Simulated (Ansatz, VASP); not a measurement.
# Ta2H: VASP beside Ansatz, part 2 of 2

Aim: how closely do two programs agree when they are given the same cell, functional and k mesh? The cell is taken from a series of runs on this material, whose earlier steps may have relaxed, scaled, displaced or heated it; both programs get it as it stands.

VASP 6.6.1 and Ansatz 0.2.0.

So far: Starting point; VASP: relaxation of cell and atoms, r2SCAN with rVV10.

## Step 3: Ansatz: relaxation of cell and atoms, r2SCAN with rVV10

Level of this step: Ansatz beside VASP: Kohn-Sham DFT, plane waves, r2SCAN with rVV10 (Ansatz).

Ansatz runs on its default PAW (the set named soft_2) files.

The same cell, functional, mesh and smearing now go to Ansatz.

Input file input.yaml:

```yaml
crystal:
  lattice:
    - [1.7204951073, -2.3714690318, 0.0]
    - [1.7204951073, 2.3714690318, 0.0]
    - [0.0, 0.0, 4.75856939]
  atoms:
    - { symbol: Ta, position: [0.0, 0.5, 0.26456977] }
    - { symbol: Ta, position: [0.5, 0.0, 0.73543023] }
    - { symbol: H, position: [0.0, 0.0, 0.0] }
kpoints:
  mp_grid: { grid: [12, 12, 8] }
hamiltonian:
  xc: r2scan
  dispersion: rvv10
scf:
  occupations: { method: gaussian, width: 0.1 }
output:
  forces: true
  stress: true
  eigenvalues: true
basis:
  ecutwfc: 520.0
relax:
  adjacent_minimum: "off"
  f_tol: 0.005
  max_steps: 60
  cell: { stress_tol: 0.03 }
```

Started as:

```sh
> ansatz run input.yaml --threads 4 --pin off --max-ram 8192MiB --backend cpu --events-out ev --progress --plain --runs-dir out
```

Numbers of over 12 decimals in the logs are rounded to 6 here.

Output:

```text
Engine: ansatz 0.2.0, aarch64-unknown-linux-gnu
Pseudopotentials: kind: paw
Pseudopotential: Ta, paw, valence charge 13, recommended cutoff 500 eV (meta_gga), Ta.paw.azcp
Pseudopotential: H, paw, valence charge 1, recommended cutoff 500 eV (meta_gga), H.paw.azcp
Functional definition: r2SCAN+rVV10
  parameter k0 = 0.174
  parameter k1 = 0.065
  parameter a1 = 4.9479
  exchange = r2scan_x(k0 = k0, k1 = k1, a1 = a1)
  correlation = r2scan_c + rvv10(11.95, 0.0093)
Crystal: 3 atoms, lattice volume = 38.831 Å³
Basis set: ecut = 520 eV, 1063 PW (Γ), exchange–correlation on 100×100×160 points (64 copies of the dense FFT grid, shifted against one another)
Bands: 18, of which v1, the nominal top of the filled ones, is band 14 counted from 1 (13 counted from 0)
Symmetry: 4 space group operations
Space group: C222 (ITA 21), of the structure as read, at distance tolerance 3.4e-5 Å
k-points: 215 of 1152 (time reversal used)
Non-local potential: Ta, projectors of the file, l = 0: 3, l = 1: 2, l = 2: 2, l = 3: 1
Non-local potential: H, projectors of the file, l = 0: 2, l = 1: 1
PAW form: soft (Blöchl's): semilocal exchange-correlation on the pseudo side does not see the compensation charge
rVV10 density: all electrons in the spheres
PAW frozen core: Ta, regenerated for the run's functional (the file was generated under x = pbe(κ = 0.804, μ = 0.219515), c = pbe(β = 0.066725))
PAW one-centre angular grid: Ta, 590 points (default); XC on 160 Gauss nodes
PAW one-centre angular grid: H, 302 points (default); XC on 160 Gauss nodes
Initial density: superposition of atomic densities (neutral atoms: chi_scale 0, normalization atom), corrected by the library's trained network
Initial wavefunctions: pseudopotential atomic-orbital guess
Functional: x = r2scan, c = r2scan + rvv10(b = 11.95, C = 0.0093); τ floored in thin density (d = 2e-4 eV/Å³)
SCF iter   1: F=—  HF=-19899.548628 eV  |F-HF|=—  |Δ(HF+E_count)|=         —  Δρ=6.60e-3  dr2=9.05e-3  dr2_τ=4.31e-2  ethr=1.77e-3  ⟨swp⟩=5.7  Hψ=18797  notcnv=0
preconditioner: auto → none  [metal: Δε(μ)=0.009 eV  Ē_g=6.229 eV  σ=0.100 eV  W_gap=0.05  n_scr=6 (ndim 8)  ℏωp=19.8 eV  f_vac=0.000  D(μ)=1.25/eV (n_scr^D=6)  sad-step TF]
SCF iter   2: F=—  HF=-19899.587324 eV  |F-HF|=—  |Δ(HF+E_count)|=   3.87e-2  Δρ=4.66e-3  dr2=4.64e-3  dr2_τ=5.49e-4  ethr=3.35e-5  ⟨swp⟩=2.0  Hψ=8543  notcnv=0  defer=23
SCF iter   3: F=—  HF=-19899.589130 eV  |F-HF|=—  |Δ(HF+E_count)|=   1.81e-3  Δρ=9.23e-4  dr2=3.70e-4  dr2_τ=6.71e-5  ethr=1.72e-5  ⟨swp⟩=3.0  Hψ=6450  notcnv=0  defer=23
SCF iter   4: F=—  HF=-19899.589056 eV  |F-HF|=—  |Δ(HF+E_count)|=   7.38e-5  Δρ=6.39e-4  dr2=8.22e-5  dr2_τ=8.52e-6  ethr=1.37e-6  ⟨swp⟩=2.0  Hψ=5014  notcnv=0  defer=23
SCF iter   5: F=—  HF=-19899.589082 eV  |F-HF|=—  |Δ(HF+E_count)|=   2.63e-5  Δρ=1.20e-4  dr2=7.11e-6  dr2_τ=2.93e-7  ethr=3.05e-7  ⟨swp⟩=2.7  Hψ=5949  notcnv=0  defer=23
SCF iter   6: F=—  HF=-19899.589082 eV  |F-HF|=—  |Δ(HF+E_count)|=   2.77e-7  Δρ=2.85e-5  dr2=7.05e-7  dr2_τ=4.35e-8  ethr=2.63e-8  ⟨swp⟩=2.4  Hψ=5647  notcnv=0  defer=23
SCF iter   7: F=-19899.589082 eV  HF=-19899.589082 eV  |F-HF|=4.81e-9  |Δ(HF+E_count)|=   1.13e-7  Δρ=7.65e-6  dr2=1.48e-8  dr2_τ=2.59e-9  ethr=3.70e-10  ⟨swp⟩=4.5  Hψ=16042  notcnv=0
SCF 1 converged in 7 iterations: F = -19899.589082 eV  dr2 = 1.48e-8
  greatest PAW one-centre occupation: 0.998 electrons in one spin orbital (limit 2), on the Ta atom at site 1 (counted from 0), in its partial waves of l = 0
relax step   1: F+E_penalty+E_count = -19899.58908199 eV  Δ(F+E_penalty+E_count) = +0.000e0 eV  max|allowed force component| = 5.353e-2 eV/Å  Δτ_max = 0.0000 Å  P = -2.595 GPa  Ω = 38.831 Å³  (7 SCF iters, dr2 threshold 1.00e-7 eV, accepted)
[...]
relax step   4: F+E_penalty+E_count = -19899.59416612 eV  Δ(F+E_penalty+E_count) = -5.984e-5 eV  max|allowed force component| = 4.574e-3 eV/Å  Δτ_max = 0.0003 Å  P = +0.036 GPa  Ω = 38.332 Å³  energy of the carried Pulay correction = +2.086e-4 eV  (4 SCF iters, dr2 threshold 2.21e-7 eV, accepted)
[...]
relax step   5: F+E_penalty+E_count = -19899.59416469 eV  Δ(F+E_penalty+E_count) = +1.437e-6 eV  max|allowed force component| = 2.155e-3 eV/Å  Δτ_max = 0.0003 Å  P = -0.007 GPa  Ω = 38.338 Å³  energy of the carried Pulay correction = +2.061e-4 eV  (5 SCF iters, dr2 threshold 6.43e-9 eV, accepted)
[...]
relax step   6: F+E_penalty+E_count = -19899.59416626 eV  Δ(F+E_penalty+E_count) = -1.571e-6 eV  max|allowed force component| = 2.144e-4 eV/Å  Δτ_max = 0.0001 Å  P = +0.000 GPa  Ω = 38.337 Å³  energy of the carried Pulay correction = +2.064e-4 eV  (5 SCF iters, dr2 threshold 2.96e-9 eV, accepted)
[...]
relax step   7: F+E_penalty+E_count = -19899.59395667 eV  Δ(F+E_penalty+E_count) = +2.096e-4 eV  max|allowed force component| = 1.531e-4 eV/Å  Δτ_max = 0.0000 Å  P = -0.001 GPa  Ω = 38.337 Å³  stress off target by 3.46e-3 GPa  SCF on the basis re-selected at this cell (its energy is not comparable with the rows above)  (6 SCF iters)
basis re-selected at this cell: Δ(F+E_penalty+E_count) = +2.096e-4 eV, ΔP = -0.001 GPa vs the last step (what re-selecting the basis moved, of the pressure what is left beyond the Pulay correction that the steps carried, after the strain that the cell walked since its last selection, with what the two solves' SCF thresholds leave and, on support functions, any second-order correction that the steps lacked; it is no m [...]
SCF converged after 6 iterations
Free energy (F): -19899.593957 eV
Harris-Foulkes:  -19899.593957 eV  (|F-HF|=1.09e-11)
Internal energy: -19899.587530 eV  (E = F + TS)
E sigma→0 (E₀):  -19899.590743 eV
Entropy (-TS):   -0.006426 eV (-2.142 meV/atom)
Fermi energy:    17.809975 eV
--- Per-component energies (eV) ---
  E_band       = -249.276269
  E_kinetic    = 749.296970
  E_local      = -1138.408582  (includes V_loc(G=0)·N_el)
  E_nonlocal   = 30.800690
  E_hartree    = 393.086271
  E_xc         = -413.449825
  E_vxc        = -458.193908  (∫ρ·V_xc dr)
  E_paw        = -16846.661238  (= ΣΔE_a)
  E_vpaw       = -241.977336  (= ΣTr[D̂ρ^β])
  E_aug_tail   = -0.000127  (compensation charges beyond the density's cutoff)
  E_vtau       = 23.033477  (kinetic-family band-sum trace: ∫τ·v_τ [+ j·A + Jᵃ·Aᵃ] dr)
  E_ewald      = -2672.739128
  E_core_change = -1.512561  (= ΣΔE_core)
  E_smearing   = -0.006426  (= −TS)
  E_closure    = 0.000000  (closes the sum)
  Σ components = -19899.593957   (vs F -19899.593957, Δ=0.00e0)
--- Forces (eV/Å), atoms counted from 1 ---
  atom   1  Ta    -0.00000000     0.00000000    -0.00015307
  atom   2  Ta    -0.00000000     0.00000000     0.00015307
  atom   3  H     -0.00000000     0.00000000    -0.00000000
  max |Σ_I F_I| component: 7.11e-17 eV/Å
--- Stress (GPa, compression-positive) ---
        0.000295       0.000000       0.000000
        0.000000      -0.003461       0.000000
        0.000000       0.000000      -0.000786
  P = ⅓ Tr σ = -0.0013 GPa (-0.013 kbar)
--- Band table (eV; the first three rows and the last of 215) ---
  k-point 0: bands = [... 10 lower, 14.5245, 17.0646, 18.1262, 18.1729, 18.6666, 21.2466, 21.6769, 21.8159]
  k-point 1: bands = [... 10 lower, 14.6339, 16.8855, 18.0721, 18.2899, 18.6591, 21.2519, 21.5952, 21.7439]
  k-point 2: bands = [... 10 lower, 14.9319, 16.6277, 17.7485, 18.5647, 18.7726, 21.2387, 21.2772, 21.7123]
  k-point 214: bands = [... 10 lower, 14.6866, 15.6438, 18.1208, 18.1511, 18.7069, 19.5432, 24.1877, 24.5367]
--- Relaxed structure (6 steps of the walk, 5 accepted, 1 SCFs on fresh bases) ---
  F+E_penalty+E_count = -19899.59395667 eV   max|allowed force component| = 1.531e-4 eV/Å   (the final SCF, on the basis selected at the relaxed cell)
  cell:  # Å, volume = 38.3371 Å³
    - [1.703231, -2.368325, 0.0]
    - [1.703231, 2.368325, 0.0]
    - [0.0, 0.0, 4.751972]
  atoms:
    - { symbol: Ta, position: [-5.551115123125783e-17, 0.5, 0.263922] }
    - { symbol: Ta, position: [0.5, -5.551115123125783e-17, 0.736078] }
    - { symbol: H, position: [0, 0, 0.0] }
```

## Step 4: Side by side

Known differences besides the potentials themselves: VASP keeps PBE cores, Ansatz makes them for the functional; the data sets hold 27 valence electrons in Ansatz (on its default PAW (the set named soft_2) files) and 23 in VASP; the cutoff is 520 eV in Ansatz and 550 eV in VASP; Ansatz adds a Pulay correction to the stress that steers its cell, VASP none. Total energies have different zeros and are not compared.

The two programs side by side:

```csv
quantity,Ansatz,VASP,difference
volume (Å³),38.34,38.57,-0.59 %
"edge a after relaxation, in the typed setting (Å)",2.917,2.923,-0.19 %
"edge c after relaxation, in the typed setting (Å)",4.752,4.761,-0.18 %
```

## Step 5: Outcome

```json
{
 "difference in volume (relaxation of cell and atoms, r2SCAN with rVV10)": "-0.59 %"
}
```

**Reading.** The difference in volume is -0.59 % (relaxation of cell and atoms, r2SCAN with rVV10), within the 1.2 % picked in this series as the mark of a large difference, as far as the stopping tolerances let one tell. The data sets hold unlike numbers of valence electrons (27 in Ansatz and 23 in VASP), so part of the differences comes from the potentials. Such differences can come from data sets, numerical settings and the points named under the comparisons, not from the functional's error against experiment.

[Lines on the potential files, build, host, timing and source positions are cut from VASP's logs without a mark.]

[Logs are printed without paths, hosts, clocks, repeated set-up lines and the standing remarks that a program may print on its own settings, such as how far it seeks lower states.]

[Hosts, paths, dates, database ids (printed as entryN), source tags and the programs' standing remarks are cut or masked in the printed files.]
